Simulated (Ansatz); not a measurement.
# How much does Sn in Nb(100), 2x2 scatter?, part 2 of 3

Aim: the resistance that Sn in Nb(100), 2x2 adds to the host.

Ansatz 0.2.0; Ansatz plane-wave DFT, PBE, PAW files; ballistic transport by layer matching (Landauer), zero bias; PAW set soft_1 (the session's first sound run).

So far, resistivity per at.% scaled from this dense plane, with the factor 3/4 for isotropic scattering (µΩ cm): step 3 (resistance at ideal sites) 4.60.

## Step 4: Relaxing the neighbours

The neighbours of the defect are let go while the lead's layers stay on their sites, since a lead must repeat to 0.01 Å.

This step: Ansatz plane-wave DFT, PBE, PAW files; relaxation with the lead's layers held; PAW set soft_1 (Ansatz 0.2.0).

File input.yaml:

```yaml
crystal:
  lattice:
    - [6.6126, 0.0, 0.0]
    - [0.0, 6.6126, 0.0]
    - [0.0, 0.0, 29.7567]
  atoms:
    - { symbol: Nb, position: [0.0, 0.0, 0.0277777778] }
    - { symbol: Nb, position: [0.0, 0.5, 0.0277777778] }
    - { symbol: Nb, position: [0.5, 0.0, 0.0277777778] }
    - { symbol: Nb, position: [0.5, 0.5, 0.0277777778] }
    - { symbol: Nb, position: [0.25, 0.25, 0.0833333333] }
    - { symbol: Nb, position: [0.25, 0.75, 0.0833333333] }
    - { symbol: Nb, position: [0.75, 0.25, 0.0833333333] }
    - { symbol: Nb, position: [0.75, 0.75, 0.0833333333] }
    - { symbol: Nb, position: [0.0, 0.0, 0.1388888889] }
    - { symbol: Nb, position: [0.0, 0.5, 0.1388888889] }
    - { symbol: Nb, position: [0.5, 0.0, 0.1388888889] }
    - { symbol: Nb, position: [0.5, 0.5, 0.1388888889] }
    - { symbol: Nb, position: [0.25, 0.25, 0.1944444444] }
    - { symbol: Nb, position: [0.25, 0.75, 0.1944444444] }
    - { symbol: Nb, position: [0.75, 0.25, 0.1944444444] }
    - { symbol: Nb, position: [0.75, 0.75, 0.1944444444] }
    - { symbol: Nb, position: [0.0, 0.0, 0.25] }
    - { symbol: Nb, position: [0.0, 0.5, 0.25] }
    - { symbol: Nb, position: [0.5, 0.0, 0.25] }
    - { symbol: Nb, position: [0.5, 0.5, 0.25] }
    - { symbol: Nb, position: [0.25, 0.25, 0.3055555556] }
    - { symbol: Nb, position: [0.25, 0.75, 0.3055555556] }
    - { symbol: Nb, position: [0.75, 0.25, 0.3055555556] }
    - { symbol: Nb, position: [0.75, 0.75, 0.3055555556] }
    - { symbol: Nb, position: [0.0, 0.0, 0.3611111111] }
    - { symbol: Nb, position: [0.0, 0.5, 0.3611111111] }
    - { symbol: Nb, position: [0.5, 0.0, 0.3611111111] }
    - { symbol: Nb, position: [0.5, 0.5, 0.3611111111] }
    - { symbol: Nb, position: [0.25, 0.25, 0.4166666667] }
    - { symbol: Nb, position: [0.25, 0.75, 0.4166666667] }
    - { symbol: Nb, position: [0.75, 0.25, 0.4166666667] }
    - { symbol: Nb, position: [0.75, 0.75, 0.4166666667] }
    - { symbol: Nb, position: [0.0, 0.0, 0.4722222222] }
    - { symbol: Nb, position: [0.0, 0.5, 0.4722222222] }
    - { symbol: Nb, position: [0.5, 0.0, 0.4722222222] }
    - { symbol: Nb, position: [0.5, 0.5, 0.4722222222] }
    - { symbol: Sn, position: [0.25, 0.25, 0.5277777778] }
    - { symbol: Nb, position: [0.25, 0.75, 0.5277777778] }
    - { symbol: Nb, position: [0.75, 0.25, 0.5277777778] }
    - { symbol: Nb, position: [0.75, 0.75, 0.5277777778] }
    - { symbol: Nb, position: [0.0, 0.0, 0.5833333333] }
    - { symbol: Nb, position: [0.0, 0.5, 0.5833333333] }
    - { symbol: Nb, position: [0.5, 0.0, 0.5833333333] }
    - { symbol: Nb, position: [0.5, 0.5, 0.5833333333] }
    - { symbol: Nb, position: [0.25, 0.25, 0.6388888889] }
    - { symbol: Nb, position: [0.25, 0.75, 0.6388888889] }
    - { symbol: Nb, position: [0.75, 0.25, 0.6388888889] }
    - { symbol: Nb, position: [0.75, 0.75, 0.6388888889] }
    - { symbol: Nb, position: [0.0, 0.0, 0.6944444444] }
    - { symbol: Nb, position: [0.0, 0.5, 0.6944444444] }
    - { symbol: Nb, position: [0.5, 0.0, 0.6944444444] }
    - { symbol: Nb, position: [0.5, 0.5, 0.6944444444] }
    - { symbol: Nb, position: [0.25, 0.25, 0.75] }
    - { symbol: Nb, position: [0.25, 0.75, 0.75] }
    - { symbol: Nb, position: [0.75, 0.25, 0.75] }
    - { symbol: Nb, position: [0.75, 0.75, 0.75] }
    - { symbol: Nb, position: [0.0, 0.0, 0.8055555556] }
    - { symbol: Nb, position: [0.0, 0.5, 0.8055555556] }
    - { symbol: Nb, position: [0.5, 0.0, 0.8055555556] }
    - { symbol: Nb, position: [0.5, 0.5, 0.8055555556] }
    - { symbol: Nb, position: [0.25, 0.25, 0.8611111111] }
    - { symbol: Nb, position: [0.25, 0.75, 0.8611111111] }
    - { symbol: Nb, position: [0.75, 0.25, 0.8611111111] }
    - { symbol: Nb, position: [0.75, 0.75, 0.8611111111] }
    - { symbol: Nb, position: [0.0, 0.0, 0.9166666667] }
    - { symbol: Nb, position: [0.0, 0.5, 0.9166666667] }
    - { symbol: Nb, position: [0.5, 0.0, 0.9166666667] }
    - { symbol: Nb, position: [0.5, 0.5, 0.9166666667] }
    - { symbol: Nb, position: [0.25, 0.25, 0.9722222222] }
    - { symbol: Nb, position: [0.25, 0.75, 0.9722222222] }
    - { symbol: Nb, position: [0.75, 0.25, 0.9722222222] }
    - { symbol: Nb, position: [0.75, 0.75, 0.9722222222] }
kpoints:
  mp_grid: { grid: [4, 4, 1] }
hamiltonian:
  xc: pbe
  pseudopotentials: { kind: paw, azcp: { folder: soft_1 } }
scf:
  occupations: { method: fermi_dirac, width: 0.1 }
relax:
  f_tol: 0.03
  max_steps: 40
  constraints:
    - { sites: [0, 1, 2, 3, 4, 5, 6, 7, 8, 9, 10, 11, 12, 13, 14, 15, 16, 17, 18, 19, 52, 53, 54, 55, 56, 57, 58, 59, 60, 61, 62, 63, 64, 65, 66, 67, 68, 69, 70, 71] }
```

On the command line:

```bash
> ansatz run input.yaml --threads 4 --pin off --max-ram 15360MiB --backend cpu --events-out ev --progress --plain --runs-dir out
```

Numbers of over 12 decimals in the logs are rounded to 6 here.

The program printed:

```text
Warning: crystal.symmetry: narrowed to the stabiliser of the relax constraints — unitary ops 16 → 8; lowered at sites 20, 21, 22, 23, 52, 53, 54, 55 (the operations that carried what is held of a site onto what its image site leaves free; the constrained walk keeps no symmetry that its constraints do not admit)
[...]
Crystal: 72 atoms, lattice volume = 1301.156 Å³
Basis set: ecut = 420 eV, 25467 PW (Γ), exchange–correlation on 90×90×400 points (8 copies of the dense FFT grid, shifted against one another)
Bands: 563, of which v1, the nominal top of the filled ones, is band 469 counted from 1 (468 counted from 0)
Symmetry: 8 space group operations
k-points: 6 of 16
[...]
SCF iter   1: F=—  HF=-329317.483257 eV  |F-HF|=—  |Δ(HF+E_count)|=         —  Δρ=1.02e-1  dr2=8.43e3  ethr=3.10e-3  ⟨swp⟩=7.0  Hψ=14447  notcnv=0
[...]
SCF iter  10: F=-329240.607341 eV  HF=-329240.607344 eV  |F-HF|=3.20e-6  |Δ(HF+E_count)|=   1.16e-6  Δρ=3.80e-6  dr2=3.28e-6  ethr=2.40e-9  ⟨swp⟩=4.0  Hψ=8285  notcnv=0
SCF 1 converged in 10 iterations: F = -329240.607341 eV  dr2 = 3.28e-6
[...]
relax step   1: F+E_penalty+E_count = -329240.60734094 eV  Δ(F+E_penalty+E_count) = +0.000e0 eV  max|allowed force component| = 5.091e-1 eV/Å  Δτ_max = 0.0000 Å  (10 SCF iters, dr2 threshold 2.25e-5 eV, accepted)
[...]
iter 1 solved again at ethr=2.77e-3 eV; its pass at ethr=3.10e-3 eV (dr2=2.60e1 eV) is discarded
[...]
SCF iter   7: F=-329240.001626 eV  HF=-329240.001628 eV  |F-HF|=2.15e-6  |Δ(HF+E_count)|=   1.34e-6  Δρ=6.78e-6  dr2=2.35e-6  ethr=1.73e-9  ⟨swp⟩=4.0  Hψ=8988  notcnv=0
SCF 2 converged in 7 iterations: F = -329240.001626 eV  dr2 = 2.35e-6
[...]
relax step   2: F+E_penalty+E_count = -329240.00162617 eV  Δ(F+E_penalty+E_count) = +6.057e-1 eV  max|allowed force component| = 1.009e0 eV/Å  Δτ_max = 0.1981 Å  (7 SCF iters, dr2 threshold 1.62e-5 eV, rejected (line search))
[...]
SCF iter   1: F=—  HF=-329241.291452 eV  |F-HF|=—  |Δ(HF+E_count)|=         —  Δρ=9.51e-3  dr2=7.85e0  ethr=6.94e-4  ⟨swp⟩=1.2  Hψ=11291  notcnv=0  defer=4
eigensolver tolerance schedule calibrated: the retry pair's looser diagonalisation under-reported the residual by θ = 0.17 (0.27/decade); ethr = c·dr2/N_el runs at the constant in force after the calibration composes with the one it found (an armed cap, an earlier calibration), c = 1.4e-2
[...]
SCF iter   2: F=—  HF=-329240.991507 eV  |F-HF|=—  |Δ(HF+E_count)|=   3.00e-1  Δρ=4.95e-3  dr2=2.21e0  ethr=1.19e-4  ⟨swp⟩=2.0  Hψ=4282  notcnv=0  defer=4
[...]
SCF iter   8: F=-329240.877250 eV  HF=-329240.877250 eV  |F-HF|=4.50e-8  |Δ(HF+E_count)|=   3.68e-8  Δρ=8.68e-7  dr2=4.74e-8  ethr=1.52e-12  ⟨swp⟩=4.0  Hψ=8699  notcnv=0
SCF 3 converged in 8 iterations: F = -329240.877250 eV  dr2 = 4.74e-8
relax step   3: F+E_penalty+E_count = -329240.87724963 eV  Δ(F+E_penalty+E_count) = -2.699e-1 eV  max|allowed force component| = 5.370e-2 eV/Å  Δτ_max = 0.0964 Å  (8 SCF iters, accepted)
SCF iter   1: F=—  HF=-329240.883725 eV  |F-HF|=—  |Δ(HF+E_count)|=         —  Δρ=6.37e-4  dr2=9.01e-2  ethr=3.07e-5  ⟨swp⟩=2.0  Hψ=4946  notcnv=0  defer=8
[...]
SCF iter   6: F=-329240.879677 eV  HF=-329240.879677 eV  |F-HF|=1.23e-8  |Δ(HF+E_count)|=   5.31e-8  Δρ=6.99e-7  dr2=1.54e-8  ethr=1.07e-11  ⟨swp⟩=4.0  Hψ=10216  notcnv=0
SCF 4 converged in 6 iterations: F = -329240.879677 eV  dr2 = 1.54e-8
relax step   4: F+E_penalty+E_count = -329240.87967739 eV  Δ(F+E_penalty+E_count) = -2.428e-3 eV  max|allowed force component| = 2.816e-2 eV/Å  Δτ_max = 0.0076 Å  (6 SCF iters, accepted)
SCF converged after 6 iterations
Free energy (F): -329240.879677 eV
[...]
Internal energy: -329237.580136 eV  (E = F + TS)
E sigma→0 (E₀):  -329239.229906 eV
Entropy (-TS):   -3.299542 eV (-45.827 meV/atom)
Fermi energy:    17.753991 eV
[...]
--- Forces (eV/Å), atoms counted from 1 ---
  atom   1  Nb     0.00337052     0.00337052    -0.00197422
  atom   2  Nb     0.00337052    -0.00337052    -0.00197422
  atom   3  Nb    -0.00337052     0.00337052    -0.00197422
  atom   4  Nb    -0.00337052    -0.00337052    -0.00197422
  atom   5  Nb    -0.00000000     0.00000000     0.02414872
  atom   6  Nb     0.00000000     0.00000000     0.00788988
  atom   7  Nb     0.00000000     0.00000000     0.00788988
  atom   8  Nb     0.00000000     0.00000000     0.00003244
  atom   9  Nb    -0.00088911    -0.00088911    -0.02295895
  atom  10  Nb    -0.00088911     0.00088911    -0.02295895
  atom  11  Nb     0.00088911    -0.00088911    -0.02295895
  atom  12  Nb     0.00088911     0.00088911    -0.02295895
  atom  13  Nb     0.00000000     0.00000000     0.00079459
  atom  14  Nb     0.00000000     0.00000000    -0.01781083
  atom  15  Nb     0.00000000     0.00000000    -0.01781083
  atom  16  Nb     0.00000000     0.00000000     0.04889096
  atom  17  Nb     0.00657899     0.00657899    -0.03900912
  atom  18  Nb     0.00657899    -0.00657899    -0.03900912
  atom  19  Nb    -0.00657899     0.00657899    -0.03900912
  atom  20  Nb    -0.00657899    -0.00657899    -0.03900912
  atom  21  Nb     0.00000000     0.00000000     0.01774418
  atom  22  Nb     0.00000000     0.00000000     0.00400153
  atom  23  Nb     0.00000000     0.00000000     0.00400153
  atom  24  Nb    -0.00000000     0.00000000    -0.02013115
  atom  25  Nb    -0.00086618    -0.00086618    -0.00432917
  atom  26  Nb    -0.00086618     0.00086618    -0.00432917
  atom  27  Nb     0.00086618    -0.00086618    -0.00432917
  atom  28  Nb     0.00086618     0.00086618    -0.00432917
  atom  29  Nb    -0.00000000     0.00000000     0.01092343
  atom  30  Nb    -0.00000000     0.00000000     0.01048190
  atom  31  Nb    -0.00000000     0.00000000     0.01048190
  atom  32  Nb     0.00000000     0.00000000    -0.02816424
  atom  33  Nb     0.00905834     0.00905834    -0.00179552
  atom  34  Nb     0.00905834    -0.00905834    -0.00179552
  atom  35  Nb    -0.00905834     0.00905834    -0.00179552
  atom  36  Nb    -0.00905834    -0.00905834    -0.00179552
  atom  37  Sn    -0.00000000     0.00000000    -0.00084339
  atom  38  Nb     0.00000000     0.00000000     0.00075503
  atom  39  Nb     0.00000000     0.00000000     0.00075503
  atom  40  Nb    -0.00000000     0.00000000     0.00496630
[...]
atom  61  Nb    -0.00000000     0.00000000    -0.01878777
  atom  62  Nb     0.00000000     0.00000000    -0.00049809
  atom  63  Nb     0.00000000     0.00000000    -0.00049809
  atom  64  Nb    -0.00000000     0.00000000    -0.06635418
  atom  65  Nb    -0.00053681    -0.00053681     0.01803596
  atom  66  Nb    -0.00053681     0.00053681     0.01803596
  atom  67  Nb     0.00053681    -0.00053681     0.01803596
  atom  68  Nb     0.00053681     0.00053681     0.01803596
  atom  69  Nb    -0.00000000     0.00000000    -0.01466663
  atom  70  Nb     0.00000000     0.00000000    -0.00748729
  atom  71  Nb     0.00000000     0.00000000    -0.00748729
  atom  72  Nb     0.00000000     0.00000000     0.00996667
  max |Σ_I F_I| component: 4.83e-5 eV/Å
--- Relaxed structure (4 steps of the walk, 3 accepted, 0 SCFs on fresh bases) ---
  F+E_penalty+E_count = -329240.87967739 eV   max|allowed force component| = 2.816e-2 eV/Å
  atoms:
    - { symbol: Nb, position: [0.0, 0.0, 0.027778] }
    - { symbol: Nb, position: [0.0, 0.500000, 0.027778] }
    - { symbol: Nb, position: [0.500000, 0.0, 0.027778] }
    - { symbol: Nb, position: [0.500000, 0.500000, 0.027778] }
    - { symbol: Nb, position: [0.250000, 0.250000, 0.083333] }
    - { symbol: Nb, position: [0.250000, 0.750000, 0.083333] }
    - { symbol: Nb, position: [0.750000, 0.250000, 0.083333] }
    - { symbol: Nb, position: [0.750000, 0.750000, 0.083333] }
    - { symbol: Nb, position: [0.0, 0.0, 0.138889] }
    - { symbol: Nb, position: [0.0, 0.500000, 0.138889] }
    - { symbol: Nb, position: [0.500000, 0.0, 0.138889] }
    - { symbol: Nb, position: [0.500000, 0.500000, 0.138889] }
    - { symbol: Nb, position: [0.250000, 0.250000, 0.194444] }
    - { symbol: Nb, position: [0.250000, 0.750000, 0.194444] }
    - { symbol: Nb, position: [0.750000, 0.250000, 0.194444] }
    - { symbol: Nb, position: [0.750000, 0.750000, 0.194444] }
    - { symbol: Nb, position: [0.0, 0.0, 0.250000] }
    - { symbol: Nb, position: [0.0, 0.500000, 0.250000] }
    - { symbol: Nb, position: [0.500000, 0.0, 0.250000] }
    - { symbol: Nb, position: [0.500000, 0.500000, 0.250000] }
    - { symbol: Nb, position: [0.250000, 0.250000, 0.304912] }
    - { symbol: Nb, position: [0.250000, 0.750000, 0.305423] }
    - { symbol: Nb, position: [0.750000, 0.250000, 0.305423] }
    - { symbol: Nb, position: [0.750000, 0.750000, 0.304961] }
    - { symbol: Nb, position: [0.00117605, 0.00117605, 0.360996] }
    - { symbol: Nb, position: [0.00117605, 0.498824, 0.360996] }
    - { symbol: Nb, position: [0.498824, 0.00117605, 0.360996] }
    - { symbol: Nb, position: [0.498824, 0.498824, 0.360996] }
    - { symbol: Nb, position: [0.250000, 0.250000, 0.417321] }
    - { symbol: Nb, position: [0.250000, 0.750000, 0.416444] }
    - { symbol: Nb, position: [0.750000, 0.250000, 0.416444] }
    - { symbol: Nb, position: [0.750000, 0.750000, 0.413562] }
    - { symbol: Nb, position: [-0.00663277, -0.00663277, 0.470991] }
    - { symbol: Nb, position: [-0.00663277, 0.506633, 0.470991] }
    - { symbol: Nb, position: [0.506633, -0.00663277, 0.470991] }
    - { symbol: Nb, position: [0.506633, 0.506633, 0.470991] }
    - { symbol: Sn, position: [0.250000, 0.250000, 0.527628] }
    - { symbol: Nb, position: [0.250000, 0.750000, 0.527617] }
    - { symbol: Nb, position: [0.750000, 0.250000, 0.527617] }
    - { symbol: Nb, position: [0.750000, 0.750000, 0.527653] }
    - { symbol: Nb, position: [-0.00661589, -0.00661589, 0.584260] }
[...]
- { symbol: Nb, position: [0.250000, 0.250000, 0.861111] }
    - { symbol: Nb, position: [0.250000, 0.750000, 0.861111] }
    - { symbol: Nb, position: [0.750000, 0.250000, 0.861111] }
    - { symbol: Nb, position: [0.750000, 0.750000, 0.861111] }
    - { symbol: Nb, position: [0.0, 0.0, 0.916667] }
    - { symbol: Nb, position: [0.0, 0.500000, 0.916667] }
    - { symbol: Nb, position: [0.500000, 0.0, 0.916667] }
    - { symbol: Nb, position: [0.500000, 0.500000, 0.916667] }
    - { symbol: Nb, position: [0.250000, 0.250000, 0.972222] }
    - { symbol: Nb, position: [0.250000, 0.750000, 0.972222] }
    - { symbol: Nb, position: [0.750000, 0.250000, 0.972222] }
    - { symbol: Nb, position: [0.750000, 0.750000, 0.972222] }
```

Wall time 16 min (4 threads of Arm Neoverse V1, shared host); peak memory 9.1 GiB; 62 min of CPU time.

Relaxation path:

```
step  energy less that of the first step (eV)  largest force component (eV/Å)
   1                                   0.0000                          0.5091
   2                                   0.6057                          1.0086
   3                                  -0.2699                          0.0537
   4                                  -0.2723                          0.0282
```

Relaxation step 2 was tried and not accepted.

The atoms that moved most (Å):

```
atom      dx      dy      dz  length
Nb32   0.000   0.000  -0.092   0.092
Nb48   0.000   0.000   0.084   0.084
Nb33  -0.044  -0.044  -0.037   0.072
Nb35   0.044  -0.044  -0.037   0.072
Nb34  -0.044   0.044  -0.037   0.072
Nb36   0.044   0.044  -0.037   0.072
Nb44   0.044   0.044   0.028   0.068
Nb43   0.044  -0.044   0.028   0.068
```

This step gave:

```yaml
free_energy: -329240.8797 eV
energy_at_zero_smearing: -329239.2299 eV
```

The largest force component on a free atom ends at 0.028 eV/Å, under the tolerance of 0.03, after 4 steps.

[end of part 2 of 3]

[Logs are printed without paths, hosts, clocks, repeated set-up lines and the standing remarks that a program may print on its own settings, such as how far it seeks lower states.]

[Hosts, paths, dates, database ids (printed as entryN), source tags and the programs' standing remarks are cut or masked in the printed files.]
